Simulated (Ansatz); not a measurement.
# CdS (Hawleyite) (F-43m) in Ansatz: notebook

Runs on CdS (Hawleyite). Level: LDA. Tasks: single point, equation of state.

Everything below comes from runs of Ansatz 0.2.0. Logs are shortened: lines on timing, memory, paths and dates and some standing lists are left out, and cuts for length are marked.

### 1 The structure

It takes space group F-43m (No. 216, cubic). The conventional cell has a = 5.833 Å, b = 5.833 Å, c = 5.833 Å, α = 90.00°, β = 90.00°, γ = 90.00°. Cd (site symmetry -43m) has 4 S at 2.53 Å as nearest neighbours. S (site symmetry -43m) is surrounded by 4 Cd at 2.53 Å.

### 2 Single point, LDA, 23.32 Å³/atom (volume scaled by 0.94)

Contents of input.yaml:

```yaml
crystal:
  lattice:
    - [0.0, 2.8569628861, 2.8569628861]
    - [2.8569628861, 0.0, 2.8569628861]
    - [2.8569628861, 2.8569628861, 0.0]
  atoms:
    - { symbol: Cd, position: [0.0, 0.0, 0.0] }
    - { symbol: S, position: [0.75, 0.75, 0.75] }
kpoints:
  mp_grid: { grid: [8, 8, 8] }
scf:
  occupations: { method: fermi_dirac, width: 0.05 }
hamiltonian:
  xc: lda
  pseudopotentials: { kind: all_electron, lapw: { basis_error: 0.001 } }
output:
  forces: true
  stress: true
  eigenvalues: true
```

Potentials or basis: all-electron LAPW, scalar-relativistic.

The run is started by

```console
ansatz run input.yaml --threads 1 --pin off --max-ram 3072MiB --backend cpu --events-out ev --progress --plain --runs-dir out
```

The log of the run:

```text
Warning: RAYON_NUM_THREADS=1 ignored (pool sized by the plan → 1); use --threads N
LAPW: plane waves up to 8.246 Å⁻¹, error target 1.0e-3 eV per atom; small_component_spin mean_spin; S in spheres of 1.075 Å, 14 of its electrons in bands, Dirac shells []; Cd in spheres of 1.400 Å, 20 of its electrons in bands, Dirac shells [] (how accurate: hamiltonian.pseudopotentials.lapw.basis_error, Limitations)
Engine: ansatz 0.2.0, aarch64-unknown-linux-gnu
Pseudopotentials: kind: all_electron
Pseudopotential: Cd, LAPW, valence charge 20, lapw/all_electron/scalar/gaussian/Cd, Koelling and Harmon's equation, gaussian nucleus
Pseudopotential: S, LAPW, valence charge 14, lapw/all_electron/scalar/gaussian/S, Koelling and Harmon's equation, gaussian nucleus
Functional definition: SPW92
  exchange = slater_x
  correlation = pw_c
Crystal: 2 atoms, lattice volume = 46.638 Å³
Basis set: ecut = 259.0917986564237 eV, 459 PW (Γ), exchange–correlation at level 2
Bands: 21, of which v1, the nominal top of the filled ones, is band 17 counted from 1 (16 counted from 0)
Symmetry: 24 space group operations
Space group: F-43m (ITA 216), of the structure as read, at distance tolerance 3.6e-5 Å
k-points: 29 of 512 (time reversal used)
Non-local potential: Cd, projectors of the file, none
Non-local potential: S, projectors of the file, none
Initial density: superposition of atomic densities (chi_scale 0.1, normalization cell, long waves kept (reshape's long-wave potential 0.00 eV rms))
Initial wavefunctions: plane waves of lowest kinetic energy (no species holds an atomic orbital)
Functional: x = slater, c = lda
iter 1 solved again at ethr=3.64e-3 eV; its pass at ethr=1.00e-1 eV (dr2=1.24e0 eV) is discarded
SCF iter   1: F=—  HF=-162930.981261 eV  |F-HF|=—  |Δ(HF+E_count)|=         —  Δρ=3.73e-2  dr2=1.24e0  ethr=3.64e-3  ⟨swp⟩=2.0  Hψ=4179  notcnv=0
preconditioner: auto → none  [insulator: Δε(μ)=1.544 eV  Ē_g=12.090 eV  σ=0.050 eV  W_gap=1.00  n_scr=14 (ndim 8)  ℏωp=23.1 eV  f_vac=0.123  D(μ)=0.00/eV (n_scr^D=0)  ε∞_Penn≈4.6]
iter 2 solved again at ethr=1.52e-4 eV; its pass at ethr=3.64e-3 eV (dr2=5.16e-2 eV) is discarded
SCF iter   2: F=—  HF=-162930.531118 eV  |F-HF|=—  |Δ(HF+E_count)|=   4.50e-1  Δρ=1.16e-2  dr2=5.16e-2  ethr=1.52e-4  ⟨swp⟩=2.0  Hψ=3210  notcnv=0
SCF iter   3: F=—  HF=-162930.469789 eV  |F-HF|=—  |Δ(HF+E_count)|=   6.13e-2  Δρ=5.36e-3  dr2=1.06e-2  ethr=1.52e-4  ⟨swp⟩=3.0  Hψ=1846  notcnv=0
SCF iter   4: F=—  HF=-162930.465643 eV  |F-HF|=—  |Δ(HF+E_count)|=         —  Δρ=1.21e-3  dr2=5.92e-4  ethr=3.12e-5  ⟨swp⟩=2.0  Hψ=1662  notcnv=0
the basis was enlarged: its passes take 42.6 KiB over the memory plan, 1 of 1 planned eigensolver slots
SCF iter   5: F=—  HF=-162930.465076 eV  |F-HF|=—  |Δ(HF+E_count)|=   5.66e-4  Δρ=1.69e-4  dr2=7.43e-6  ethr=1.74e-6  ⟨swp⟩=2.0  Hψ=1662  notcnv=0
SCF iter   6: F=—  HF=-162930.465073 eV  |F-HF|=—  |Δ(HF+E_count)|=   3.06e-6  Δρ=2.29e-5  dr2=1.40e-7  ethr=2.18e-8  ⟨swp⟩=2.3  Hψ=1671  notcnv=0
SCF iter   7: F=-162930.465073 eV  HF=-162930.465073 eV  |F-HF|=1.78e-9  |Δ(HF+E_count)|=   6.96e-8  Δρ=2.59e-6  dr2=2.64e-9  ethr=4.11e-10  ⟨swp⟩=3.0  Hψ=1731  notcnv=0
SCF 1 converged in 7 iterations: F = -162930.465073 eV  dr2 = 2.64e-9
SCF converged after 7 iterations
Free energy (F): -162930.465073 eV
Harris-Foulkes:  -162930.465073 eV  (|F-HF|=1.78e-9)
Internal energy: -162930.465073 eV  (E = F + TS)
E sigma→0 (E₀):  -162930.465073 eV
Entropy (-TS):   -0.000000 eV (-0.000 meV/atom)
Fermi energy:    8.969404 eV
--- Per-component energies (eV) ---
  E_band       = -1707.351746
  E_kinetic    = 170161.057432
  E_xc         = -4736.637737
  E_electrostatic = -328354.884768  (all electrons and nuclei)
  E_smearing   = -0.000000  (= −TS)
  E_closure    = 0.000000  (closes the sum)
  E_atoms      = -162923.050266  (free atoms, spherical and without spin; not in F)
  Σ components = -162930.465073   (vs F -162930.465073, Δ=0.00e0)
  Basis errors (estimates in eV, not in F): energy 4.5e-4 per atom: plane waves 4.1e-4 (2.4e-4 summed), levels above the bands 1.8e-68, relativity 3.0e-9, radial functions 3.7e-5, core shells 4.1e-7; eigenvalues (radial functions only) 1.1e-6; not estimated: angular momenta, meshes, grids; target (lapw.basis_error) 1.0e-3; muffin-tin radii S 1.075 Å, Cd 1.400 Å
--- Forces (eV/Å), atoms counted from 1 ---
  atom   1  Cd     0.00000000    -0.00000000    -0.00000000
  atom   2  S     -0.00000000     0.00000000     0.00000000
  max |Σ_I F_I| component: 2.78e-17 eV/Å
--- Stress (GPa, compression-positive) ---
        1.628739      -0.000000      -0.000000
       -0.000000       1.628739       0.000000
       -0.000000       0.000000       1.628739
  P = ⅓ Tr σ = 1.6287 GPa (16.287 kbar)
--- Band table (eV; the first three rows and the last of 29) ---
  k-point 0: bands = ["-195.2288", "-140.9238", "-140.9238", "-140.9238", "-92.7927", "-53.9562", "-53.9562", "-53.9562", "-4.3366", "0.4224", "0.4224", "0.4224", "0.9974", "0.9974", "8.4385", "8.4385", "8.4385", "9.4291", "14.7481", "14.7481", "14.7481"]
  k-point 1: bands = ["-195.2288", "-140.9238", "-140.9238", "-140.9238", "-92.7927", "-53.9564", "-53.9563", "-53.9563", "-4.2626", "0.4491", "0.4491", "0.4755", "0.9958", "0.9958", "7.3088", "8.2973", "8.2973", "10.3230", "14.4925", "14.9650", "14.9650"]
  k-point 2: bands = ["-195.2288", "-140.9238", "-140.9238", "-140.9238", "-92.7927", "-53.9567", "-53.9563", "-53.9563", "-4.0822", "0.5066", "0.5066", "0.6799", "1.0017", "1.0017", "5.7134", "7.9813", "7.9813", "11.0995", "14.5490", "15.2962", "15.2962"]
  k-point 28: bands = ["-195.2288", "-140.9238", "-140.9238", "-140.9238", "-92.7926", "-53.9569", "-53.9568", "-53.9566", "-3.6722", "0.6840", "0.7236", "0.9479", "0.9999", "1.7477", "4.1174", "5.8112", "5.9699", "13.6577", "13.9512", "15.5418", "16.2126"]
```

It took 11 s on 1 thread of Arm Neoverse V2, shared host; peak memory 0.27 GiB.

Results:

```yaml
Free_energy: -162930.4651 eV
Pressure: 1.6 GPa
Band_gap_on_the_k_mesh: 0.99 eV, direct
```

### 3 Single point, LDA, 23.82 Å³/atom (volume scaled by 0.96)

Edit input.yaml of step 2 so:

```diff
@@ -2,5 +2,5 @@
   lattice:
-    - [0.0, 2.8569628861, 2.8569628861]
-    - [2.8569628861, 0.0, 2.8569628861]
-    - [2.8569628861, 2.8569628861, 0.0]
+    - [0.0, 2.8770830059, 2.8770830059]
+    - [2.8770830059, 0.0, 2.8770830059]
+    - [2.8770830059, 2.8770830059, 0.0]
   atoms:
```

Potentials or basis: all-electron LAPW, scalar-relativistic.

The run is started by

```console
ansatz run input.yaml --threads 1 --pin off --max-ram 3072MiB --backend cpu --events-out ev --progress --plain --runs-dir out
```

Run time: 12 s. Hardware: 1 thread of Arm Neoverse V2, shared host; peak memory 0.27 GiB.

It converged, with:

- Free energy: -162930.4704 eV
- Pressure: 0.1 GPa
- Band gap on the k mesh: 0.95 eV, direct

### 4 Single point, LDA, 24.31 Å³/atom (volume scaled by 0.98)

Edit input.yaml of step 3 so:

```diff
@@ -2,5 +2,5 @@
   lattice:
-    - [0.0, 2.8770830059, 2.8770830059]
-    - [2.8770830059, 0.0, 2.8770830059]
-    - [2.8770830059, 2.8770830059, 0.0]
+    - [0.0, 2.8969255847, 2.8969255847]
+    - [2.8969255847, 0.0, 2.8969255847]
+    - [2.8969255847, 2.8969255847, 0.0]
   atoms:
```

The run is started by

```console
ansatz run input.yaml --threads 1 --pin off --max-ram 3072MiB --backend cpu --events-out ev --progress --plain --runs-dir out
```

Run time: 11 s. Hardware: 1 thread of Arm Neoverse V2, shared host; peak memory 0.27 GiB.

It converged, with:

```yaml
Free_energy: -162930.4668 eV
Pressure: -1.2 GPa
Band_gap_on_the_k_mesh: 0.90 eV, direct
```

### 5 Single point, LDA, 24.81 Å³/atom

Edit input.yaml of step 4 so:

```diff
@@ -2,5 +2,5 @@
   lattice:
-    - [0.0, 2.8969255847, 2.8969255847]
-    - [2.8969255847, 0.0, 2.8969255847]
-    - [2.8969255847, 2.8969255847, 0.0]
+    - [0.0, 2.9165, 2.9165]
+    - [2.9165, 0.0, 2.9165]
+    - [2.9165, 2.9165, 0.0]
   atoms:
```

The run is started by

```console
ansatz run input.yaml --threads 1 --pin off --max-ram 3072MiB --backend cpu --events-out ev --progress --plain --runs-dir out
```

It took 11 s on 1 thread of Arm Neoverse V2, shared host; peak memory 0.27 GiB.

Results (log left out):

| Quantity | Value |
| --- | --- |
| Free energy | -162930.4553 eV |
| Pressure | -2.4 GPa |
| Band gap on the k mesh | 0.86 eV, direct |

### 6 Single point, LDA, 25.30 Å³/atom (volume scaled by 1.02)

Edit input.yaml of step 5 so:

```diff
@@ -2,5 +2,5 @@
   lattice:
-    - [0.0, 2.9165, 2.9165]
-    - [2.9165, 0.0, 2.9165]
-    - [2.9165, 2.9165, 0.0]
+    - [0.0, 2.9358151324, 2.9358151324]
+    - [2.9358151324, 0.0, 2.9358151324]
+    - [2.9358151324, 2.9358151324, 0.0]
   atoms:
```

Potentials or basis: all-electron LAPW, scalar-relativistic.

The run is started by

```console
ansatz run input.yaml --threads 1 --pin off --max-ram 3072MiB --backend cpu --events-out ev --progress --plain --runs-dir out
```

Wall time 11 s (1 thread of Arm Neoverse V2, shared host); peak memory 0.27 GiB.

Results (log left out):

| Item | Value |
| --- | --- |
| Free energy | -162930.4369 eV |
| Pressure | -3.5 GPa |
| Band gap on the k mesh | 0.82 eV, direct |

### 7 Single point, LDA, 25.80 Å³/atom (volume scaled by 1.04)

Edit input.yaml of step 6 so:

```diff
@@ -2,5 +2,5 @@
   lattice:
-    - [0.0, 2.9358151324, 2.9358151324]
-    - [2.9358151324, 0.0, 2.9358151324]
-    - [2.9358151324, 2.9358151324, 0.0]
+    - [0.0, 2.9548794012, 2.9548794012]
+    - [2.9548794012, 0.0, 2.9548794012]
+    - [2.9548794012, 2.9548794012, 0.0]
   atoms:
```

The run is started by

```console
ansatz run input.yaml --threads 1 --pin off --max-ram 3072MiB --backend cpu --events-out ev --progress --plain --runs-dir out
```

Run time: 11 s. Hardware: 1 thread of Arm Neoverse V2, shared host; peak memory 0.27 GiB.

It converged, with:

```
Free energy            : -162930.4122 eV
Pressure               : -4.5 GPa
Band gap on the k mesh : 0.78 eV, direct
```

### 8 Single point, LDA, 26.30 Å³/atom (volume scaled by 1.06)

Edit input.yaml of step 7 so:

```diff
@@ -2,5 +2,5 @@
   lattice:
-    - [0.0, 2.9548794012, 2.9548794012]
-    - [2.9548794012, 0.0, 2.9548794012]
-    - [2.9548794012, 2.9548794012, 0.0]
+    - [0.0, 2.9737007966, 2.9737007966]
+    - [2.9737007966, 0.0, 2.9737007966]
+    - [2.9737007966, 2.9737007966, 0.0]
   atoms:
```

The run is started by

```console
ansatz run input.yaml --threads 1 --pin off --max-ram 3072MiB --backend cpu --events-out ev --progress --plain --runs-dir out
```

Wall time 11 s (1 thread of Arm Neoverse V2, shared host); peak memory 0.26 GiB.

The run converged. Its results:

```yaml
Free_energy: -162930.3819 eV
Pressure: -5.3 GPa
Band_gap_on_the_k_mesh: 0.74 eV, direct
```

### 9 Equation of state, LDA

Potentials or basis: all-electron LAPW, scalar-relativistic.

This step only gathers the single runs of the series.

What came out:

```
Equilibrium volume                      : 23.85 Å³/atom
Bulk modulus                            : 68 GPa
Pressure derivative of the bulk modulus : 4.6
```

Energy against volume, from the lowest point:
```tsv
volume (Å³/atom)	energy (meV/atom)
23.319	2.65
23.815	0.00
24.312	1.79
24.808	7.51
25.304	16.75
25.800	29.10
26.296	44.24
```

LDA usually gives volumes a few per cent too small. Zero-point motion and thermal expansion aren't in these numbers.

### 10 For comparison

An earlier run on the cell as given: functional PBEsol; potentials or basis all-electron LAPW, scalar-relativistic; cutoff 247 eV (chosen from the basis error); basis error allowed 0.001 eV/atom; k mesh 8 × 8 × 8; occupations fermi-dirac, width 0.05 eV; no spin polarisation.

- Pressure: -0.2 GPa
- Band gap on the k mesh: 1.00 eV, direct
- Loewdin charges: Cd +1.27; S -1.07 e
